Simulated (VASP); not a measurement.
# Al (Fm-3m) in VASP: further runs

Aim: see how the results for Al move with the level of theory and the settings. Levels: PBE, PBEsol. Tasks: elastic constants.

Program: VASP 6.6.1. These are calculated values, not measurements. Logs are shortened: lines on timing, memory, paths and dates and some standing lists are left out, and cuts for length are marked.

## 1. The crystal as given

The structure is cubic, space group Fm-3m (No. 225). The conventional cell has a = 4.040 Å, b = 4.040 Å, c = 4.040 Å, α = 90.00°, β = 90.00°, γ = 90.00°. Around Al (site symmetry m-3m) lie 12 Al at 2.86 Å.

The cell was built by a generator and needn't be a form met in nature.

## 2. Elastic constants, PBE

POSCAR

```
Al
1.0
    0.0000000000      2.0200000000      2.0200000000
    2.0200000000      0.0000000000      2.0200000000
    2.0200000000      2.0200000000      0.0000000000
Al
1
Direct
    0.0000000000      0.0000000000      0.0000000000
```

INCAR.step1

```
SYSTEM = Al
PREC = Accurate ; ENCUT = 600
EDIFF = 1E-8 ; ISMEAR = 1
SIGMA = 0.15 ; LREAL = .FALSE.
LASPH = .TRUE. ; NELM = 60
ALGO = Normal ; ISIF = 3
LWAVE = .FALSE. ; LCHARG = .FALSE.
GGA = PE ; IBRION = 2
NSW = 40 ; EDIFFG = -0.002
KPAR = 2
```

INCAR.step2

```
SYSTEM = Al
PREC = Accurate ; ENCUT = 600
EDIFF = 1E-8 ; ISMEAR = 1
SIGMA = 0.15 ; LREAL = .FALSE.
LASPH = .TRUE. ; NELM = 60
ALGO = Normal ; ISIF = 3
LWAVE = .FALSE. ; LCHARG = .FALSE.
GGA = PE ; IBRION = 6
NFREE = 2 ; POTIM = 0.015
NSW = 1 ; KPAR = 2
```

KPOINTS

```
Automatic mesh
0
G
  32 32 32
  0 0 0
```

Potentials or basis: VASP PAW PBE potentials, release 64 (Al).

On the command line:

```sh
$ cat potpaw_PBE.64/Al/POTCAR > POTCAR
$ cp INCAR.step1 INCAR
$ mpirun -np 2 vasp_std > vasp.out
$ cp CONTCAR POSCAR
$ cp INCAR.step2 INCAR
$ mpirun -np 2 vasp_std > vasp.out
```

OUTCAR:

```text
SYSTEM = Al
   PREC = Accurate
   ENCUT = 600
   EDIFF = 1E-8
   ISMEAR = 1
   LREAL = .FALSE.
   LASPH = .TRUE.
   NELM = 60
   ISIF = 3
   GGA = PE
   IBRION = 6
   NFREE = 2
   POTIM = 0.015
   NSW = 1

 ion  position               nearest neighbor table
   1  0.000  0.000  0.000-

  LATTYP: Found a face centered cubic cell.
 ALAT       =     4.0400000000

  Lattice vectors:

 A1 = (   0.0000000000,   2.0200000000,   2.0200000000)
 A2 = (   2.0200000000,   0.0000000000,   2.0200000000)
 A3 = (   2.0200000000,   2.0200000000,   0.0000000000)

Analysis of symmetry for initial positions (statically):
=====================================================================
 Subroutine PRICEL returns:
 Original cell was already a primitive cell.

 Routine SETGRP: Setting up the symmetry group for a
 face centered cubic supercell.

 Subroutine GETGRP returns: Found 48 space group operations
 (whereof 48 operations were pure point group operations)
 out of a pool of 48 trial point group operations.

The static configuration has the point symmetry O_h .

Analysis of symmetry for dynamics (positions and initial velocities):
=====================================================================
 Subroutine PRICEL returns:
 Original cell was already a primitive cell.

 Routine SETGRP: Setting up the symmetry group for a
 face centered cubic supercell.

 Subroutine GETGRP returns: Found 48 space group operations
 (whereof 48 operations were pure point group operations)
 out of a pool of 48 trial point group operations.

The dynamic configuration has the point symmetry O_h .

 Subroutine INISYM returns: Found 48 space group operations
 (whereof 48 operations are pure point group operations),
 and found     1 'primitive' translations

----------------------------------------------------------------------------------------

                                     Primitive cell

  volume of cell :      16.4848

  direct lattice vectors                    reciprocal lattice vectors
     0.000000000  2.020000000  2.020000000    -0.247524752  0.247524752  0.247524752
     2.020000000  0.000000000  2.020000000     0.247524752 -0.247524752  0.247524752
     2.020000000  2.020000000  0.000000000     0.247524752  0.247524752 -0.247524752

  length of vectors
     2.856711396  2.856711396  2.856711396     0.428725447  0.428725447  0.428725447

  position of ions in fractional coordinates (direct lattice)
     0.000000000  0.000000000  0.000000000

  ion indices of the primitive-cell ions
   primitive index   ion index
                 1           1

----------------------------------------------------------------------------------------

 KPOINTS: Automatic mesh

Automatic generation of k-mesh.
 Grid dimensions read from file:
 generate k-points for:   32   32   32

 Generating k-lattice:

  Cartesian coordinates                     Fractional coordinates (reciprocal lattice)
    -0.007735149  0.007735149  0.007735149     0.031250000  0.000000000  0.000000000
     0.007735149 -0.007735149  0.007735149     0.000000000  0.031250000  0.000000000
     0.007735149  0.007735149 -0.007735149     0.000000000  0.000000000  0.031250000

  Length of vectors
     0.013397670  0.013397670  0.013397670

  Shift w.r.t. Gamma in fractional coordinates (k-lattice)
     0.000000000  0.000000000  0.000000000

[... 83 lines left out ...]
 Methfessel and Paxton  Order N= 1 SIGMA  =   0.15
  energy-cutoff  :      600.00
  volume of cell :       16.48
 maximum number of plane-waves:       568
   NGX = 11   NGY = 11   NGZ = 11

--------------------------------------- Ionic step        1  -------------------------------------------

 number of electron       3.0000000 magnetization

 Free energy of the ion-electron system (eV)
  ---------------------------------------------------
  ext. energy  EPLUGINS =         0.00000000
  ---------------------------------------------------
  free energy    TOTEN  =        -3.74632041 eV

  energy without entropy =       -3.74640186  energy(sigma->0) =       -3.74634756

------------------------ aborting loop because EDIFF is reached ----------------------------------------

  FORCE on cell =-STRESS in cart. coord.  units (eV):
  Direction    XX          YY          ZZ          XY          YZ          ZX
  --------------------------------------------------------------------------------------
  -------------------------------------------------------------------------------------
  Total       -0.0013923     -0.0013923     -0.0013923     -0.0000000     -0.0000000     -0.0000000
  in kB       -0.1353211     -0.1353211     -0.1353211     -0.0000000     -0.0000000     -0.0000000
  external PRESSURE =      -0.1353211 kB  Pullay stress =       0.0000000 kB
[... 86 lines left out ...]
  FREE ENERGIE OF THE ION-ELECTRON SYSTEM (eV)
  ---------------------------------------------------
  free  energy   TOTEN  =        -3.7448895566 eV

  energy  without entropy=       -3.7449135744  energy(sigma->0) =       -3.74489756

[... ionic steps 4 to 12 ...]

--------------------------------------- Ionic step       13  -------------------------------------------

 number of electron       3.0000000 magnetization

------------------------ aborting loop because EDIFF is reached ----------------------------------------
[... 65 lines left out ...]
--------------------------------------- Ionic step       15  -------------------------------------------

 number of electron       3.0000000 magnetization

 Free energy of the ion-electron system (eV)
  ---------------------------------------------------
  ext. energy  EPLUGINS =         0.00000000
  ---------------------------------------------------
  free energy    TOTEN  =        -3.74632041 eV

  energy without entropy =       -3.74640187  energy(sigma->0) =       -3.74634756

 E-fermi :   8.0056     XC(G=0): -10.1999

 val. band max:        7.9946389672   @ k =  -0.3125   0.1562   0.0000
 cond. band min:       8.0079465514   @ k =  -0.3125   0.4062   0.0937
 fundamental gap:      0.0133075842
 Fermi energy:         8.0056281662

 k-point     1 :       0.0000    0.0000    0.0000
  band No.  band energies     occupation
      1      -3.1311      2.00000
      2      20.6340      0.00000
      3      20.6340      0.00000
      4      20.6340      0.00000
      5      22.1328      0.00000
[... 177 lines left out ...]
 k-point    24 :       0.2188    0.0312    0.0000
  band No.  band energies     occupation
      1      -1.9316      2.00000
      2      13.0420      0.00000
      3      18.4894      0.00000
      4      19.4572      0.00000
      5      22.6591      0.00000

 [... further k-points ...]
[... 5 lines left out ...]
  --------------------------------------------------------------------------------------
  -------------------------------------------------------------------------------------
  Total       -0.0013917     -0.0013917     -0.0013917      0.0000000      0.0000000      0.0000000
  in kB       -0.1352584     -0.1352584     -0.1352584      0.0000000      0.0000000      0.0000000
  external PRESSURE =      -0.1352584 kB  Pullay stress =       0.0000000 kB
[... 16 lines left out ...]
  FREE ENERGIE OF THE ION-ELECTRON SYSTEM (eV)
  ---------------------------------------------------
  free  energy   TOTEN  =        -3.7463204144 eV

  energy  without entropy=       -3.7464018655  energy(sigma->0) =       -3.74634756

 INTERNAL STRAIN TENSORS FROM STRAINED CELLS
 ============================================

 INTERNAL STRAIN TENSOR FOR ION    1 for displacements in x,y,z  (eV/Angst):
          X           Y           Z          XY          YZ          ZX
  --------------------------------------------------------------------------------
  x     0.00000    -0.00000     0.00000    -0.00000     0.00000     0.00000
  y    -0.00000    -0.00000    -0.00000    -0.00000     0.00000     0.00000
  z     0.00000    -0.00000     0.00000     0.00000     0.00000    -0.00000

 INTERNAL STRAIN TENSORS FROM DISPLACED ATOMS
 ============================================

 INTERNAL STRAIN TENSOR FOR ION    1 for displacements in x,y,z  (eV/Angst):
          X           Y           Z          XY          YZ          ZX
  --------------------------------------------------------------------------------
  x     0.00000     0.00000     0.00000     0.00000     0.00000     0.00000
  y     0.00000     0.00000     0.00000     0.00000     0.00000     0.00000
  z     0.00000     0.00000     0.00000     0.00000     0.00000     0.00000

 Eigenvectors and eigenvalues of the dynamical matrix
 ----------------------------------------------------

   1 f/i=    0.000000 THz     0.000000 2PiTHz    0.000000 cm-1     0.000000 meV
             X         Y         Z           dx          dy          dz
      0.000000  0.000000  0.000000     1.000000    0.000000    0.000000

   2 f/i=    0.000000 THz     0.000000 2PiTHz    0.000000 cm-1     0.000000 meV
             X         Y         Z           dx          dy          dz
      0.000000  0.000000  0.000000     0.000000    1.000000    0.000000

   3 f/i=    0.000000 THz     0.000000 2PiTHz    0.000000 cm-1     0.000000 meV
             X         Y         Z           dx          dy          dz
      0.000000  0.000000  0.000000     0.000000    0.000000    1.000000

--------------------------------------------------------------------------------------------------------

 ELASTIC MODULI CONTR FROM IONIC RELAXATION (kBar)
 Direction    XX          YY          ZZ          XY          YZ          ZX
 --------------------------------------------------------------------------------
 XX           0.0000      0.0000      0.0000      0.0000      0.0000      0.0000
 YY           0.0000      0.0000      0.0000      0.0000      0.0000      0.0000
 ZZ           0.0000      0.0000      0.0000      0.0000      0.0000      0.0000
 XY           0.0000      0.0000      0.0000      0.0000      0.0000      0.0000
 YZ           0.0000      0.0000      0.0000      0.0000      0.0000      0.0000
 ZX           0.0000      0.0000      0.0000      0.0000      0.0000      0.0000
 --------------------------------------------------------------------------------

 TOTAL ELASTIC MODULI (kBar)
 Direction    XX          YY          ZZ          XY          YZ          ZX
 --------------------------------------------------------------------------------
 XX        1164.7750    583.8592    583.8592      0.0000      0.0000      0.0000
 YY         583.8592   1164.7750    583.8592      0.0000      0.0000      0.0000
 ZZ         583.8592    583.8592   1164.7750      0.0000      0.0000      0.0000
 XY           0.0000      0.0000      0.0000    346.8065      0.0000      0.0000
 YZ           0.0000      0.0000      0.0000      0.0000    346.8065      0.0000
 ZX           0.0000      0.0000      0.0000      0.0000      0.0000    346.8065
 --------------------------------------------------------------------------------
```

Wall time 8.5 min (2 MPI ranks of Intel Xeon 6975P-C (Granite Rapids), shared host); peak memory 1.5 GiB.

Results:

```
Elastic constants C11, C12, C44 : 116, 58, 35 GPa
Voigt bulk modulus              : 78 GPa
```

Elastic tensor in Voigt notation (GPa, in the Cartesian axes of the cell as first typed):
```
116  58  58   0   0   0
 58 116  58   0   0   0
 58  58 116   0   0   0
  0   0   0  35   0   0
  0   0   0   0  35   0
  0   0   0   0   0  35
```

Clamped-ion elastic tensor (GPa):
```
116  58  58   0   0   0
 58 116  58   0   0   0
 58  58 116   0   0   0
  0   0   0  35   0   0
  0   0   0   0  35   0
  0   0   0   0   0  35
```

## 3. Elastic constants, PBEsol

POSCAR is that of step 2.

INCAR.step1

```
SYSTEM = Al
  PREC = Accurate
  ENCUT = 600
  EDIFF = 1E-8
  ISMEAR = 1
  SIGMA = 0.15
  LREAL = .False.
  LASPH = .True.
  NELM = 80
  ALGO = Normal
  ISIF = 3
  LWAVE = .False.
  LCHARG = .False.
  GGA = PS
  IBRION = 2
  NSW = 40
  EDIFFG = -0.002
  KPAR = 2
```

INCAR.step2

```
SYSTEM = Al
  PREC = Accurate
  ENCUT = 600
  EDIFF = 1E-8
  ISMEAR = 1
  SIGMA = 0.15
  LREAL = .False.
  LASPH = .True.
  NELM = 80
  ALGO = Normal
  ISIF = 3
  LWAVE = .False.
  LCHARG = .False.
  GGA = PS
  IBRION = 6
  NFREE = 2
  POTIM = 0.015
  NSW = 1
  KPAR = 2
```

KPOINTS

```
regular mesh
0
Gamma
  32 32 32
  0 0 0
```

Potentials or basis: VASP PAW PBE potentials, release 64 (Al).

On the command line:

```sh
$ cat potpaw_PBE.64/Al/POTCAR > POTCAR
$ cp INCAR.step1 INCAR
$ mpirun -np 2 vasp_std > vasp.out
$ cp CONTCAR POSCAR
$ cp INCAR.step2 INCAR
$ mpirun -np 2 vasp_std > vasp.out
```

OUTCAR:

```text
SYSTEM = Al
   PREC = Accurate
   ENCUT = 600
   EDIFF = 1E-8
   ISMEAR = 1
   LREAL = .False.
   LASPH = .True.
   NELM = 80
   ISIF = 3
   GGA = PS
   IBRION = 6
   NFREE = 2
   POTIM = 0.015
   NSW = 1

 ion  position               nearest neighbor table
   1  0.000  0.000  0.000-

  LATTYP: Found a face centered cubic cell.
 ALAT       =     4.0156899640

  Lattice vectors:

 A1 = (   0.0000000000,   2.0078449820,   2.0078449820)
 A2 = (   2.0078449820,   0.0000000000,   2.0078449820)
 A3 = (   2.0078449820,   2.0078449820,   0.0000000000)

Analysis of symmetry for initial positions (statically):
=====================================================================
 Subroutine PRICEL returns:
 Original cell was already a primitive cell.
[... 598 lines left out ...]
  z    -0.00000    -0.00000     0.00000     0.00000    -0.00000     0.00000

 INTERNAL STRAIN TENSORS FROM DISPLACED ATOMS
 ============================================

 INTERNAL STRAIN TENSOR FOR ION    1 for displacements in x,y,z  (eV/Angst):
          X           Y           Z          XY          YZ          ZX
  --------------------------------------------------------------------------------
  x     0.00000     0.00000     0.00000     0.00000     0.00000     0.00000
  y     0.00000     0.00000     0.00000     0.00000     0.00000     0.00000
  z     0.00000     0.00000     0.00000     0.00000     0.00000     0.00000

 Eigenvectors and eigenvalues of the dynamical matrix
 ----------------------------------------------------

   1 f  =    0.000000 THz     0.000000 2PiTHz    0.000000 cm-1     0.000000 meV
             X         Y         Z           dx          dy          dz
      0.000000  0.000000  0.000000    -0.793450    0.608636    0.000000

   2 f  =    0.000000 THz     0.000000 2PiTHz    0.000000 cm-1     0.000000 meV
             X         Y         Z           dx          dy          dz
      0.000000  0.000000  0.000000     0.000000    0.000000    1.000000

   3 f  =    0.000000 THz     0.000000 2PiTHz    0.000000 cm-1     0.000000 meV
             X         Y         Z           dx          dy          dz
      0.000000  0.000000  0.000000     0.608636    0.793450    0.000000

--------------------------------------------------------------------------------------------------------

 ELASTIC MODULI CONTR FROM IONIC RELAXATION (kBar)
 Direction    XX          YY          ZZ          XY          YZ          ZX
 --------------------------------------------------------------------------------
 XX           0.0000      0.0000      0.0000      0.0000      0.0000      0.0000
 YY           0.0000      0.0000      0.0000      0.0000      0.0000      0.0000
 ZZ           0.0000      0.0000      0.0000      0.0000      0.0000      0.0000
 XY           0.0000      0.0000      0.0000      0.0000      0.0000      0.0000
 YZ           0.0000      0.0000      0.0000      0.0000      0.0000      0.0000
 ZX           0.0000      0.0000      0.0000      0.0000      0.0000      0.0000
 --------------------------------------------------------------------------------

 TOTAL ELASTIC MODULI (kBar)
 Direction    XX          YY          ZZ          XY          YZ          ZX
 --------------------------------------------------------------------------------
 XX        1243.8204    612.3503    612.3503      0.0000     -0.0000      0.0000
 YY         612.3503   1243.8204    612.3503     -0.0000      0.0000     -0.0000
 ZZ         612.3503    612.3503   1243.8204     -0.0000      0.0000     -0.0000
 XY           0.0000     -0.0000     -0.0000    379.2046      0.0000      0.0000
 YZ          -0.0000      0.0000      0.0000      0.0000    379.2046      0.0000
 ZX           0.0000     -0.0000     -0.0000      0.0000      0.0000    379.2046
 --------------------------------------------------------------------------------
```

OSZICAR.step1:

```text
N       E                     dE             d eps       ncg     rms          rms(c)
DAV:   1    -0.173300177220E+01   -0.17330E+01   -0.93233E+02  9190   0.375E+02
DAV:   2    -0.409838672605E+01   -0.23654E+01   -0.21993E+01 11280   0.328E+01
DAV:   3    -0.411959980381E+01   -0.21213E-01   -0.20930E-01 12005   0.371E+00
[... 18 lines left out ...]
       N       E                     dE             d eps       ncg     rms          rms(c)
DAV:   1    -0.409256241774E+01   -0.50905E-04   -0.52887E-04 11105   0.148E-01    0.201E-02
DAV:   2    -0.409255948854E+01    0.29292E-05   -0.35571E-06  9840   0.162E-02    0.710E-03
DAV:   3    -0.409255746232E+01    0.20262E-05   -0.60964E-07 11785   0.475E-03    0.253E-03
DAV:   4    -0.409255720196E+01    0.26036E-06   -0.70955E-08 11110   0.160E-03    0.156E-03
DAV:   5    -0.409255719520E+01    0.67519E-08   -0.58063E-10  5425   0.256E-04
   3 F= -.40925572E+01 E0= -.40925838E+01  d E =-.134650E-02
```

Wall time 9.3 min (2 MPI ranks of Intel Xeon 6975P-C (Granite Rapids), shared host); peak memory 1.5 GiB.

What came out:

```yaml
Relaxed_volume: 16.19 Å³/atom
Relaxed_cell: a = 2.840 Å, b = 2.840 Å, c = 2.840 Å, α = 60.00°, β = 60.00°, γ = 60.00°
Space_group_after_relaxing_to_0.05_Å: Fm-3m (No. 225)
Elastic_constants_C11_C12_C44: 124, 61, 38 GPa
Voigt_bulk_modulus: 82 GPa
```

The path:
```tsv
step	energy change (eV)	largest force (eV/Å)	pressure (GPa)	volume (Å³)
1	0.0000	0.0000	-1.43	16.48
2	-0.0013	0.0000	0.28	16.14
3	-0.0013	0.0000	0.00	16.19
```

Final structure:
```yaml
crystal:
  lattice:
    - [0.00000, 2.00784, 2.00784]
    - [2.00784, 0.00000, 2.00784]
    - [2.00784, 2.00784, 0.00000]
  atoms:
    - { symbol: Al, position: [0.00000, 0.00000, 0.00000] }
```

Elastic tensor in Voigt notation (GPa, in the Cartesian axes of the cell as first typed):
```
124  61  61   0   0   0
 61 124  61   0   0   0
 61  61 124   0   0   0
  0   0   0  38   0   0
  0   0   0   0  38   0
  0   0   0   0   0  38
```

Clamped-ion elastic tensor (GPa):
```
124  61  61   0   0   0
 61 124  61   0   0   0
 61  61 124   0   0   0
  0   0   0  38   0   0
  0   0   0   0  38   0
  0   0   0   0   0  38
```

Caveat: the PAW data sets were made with another functional, which shifts forces and pressure a little.
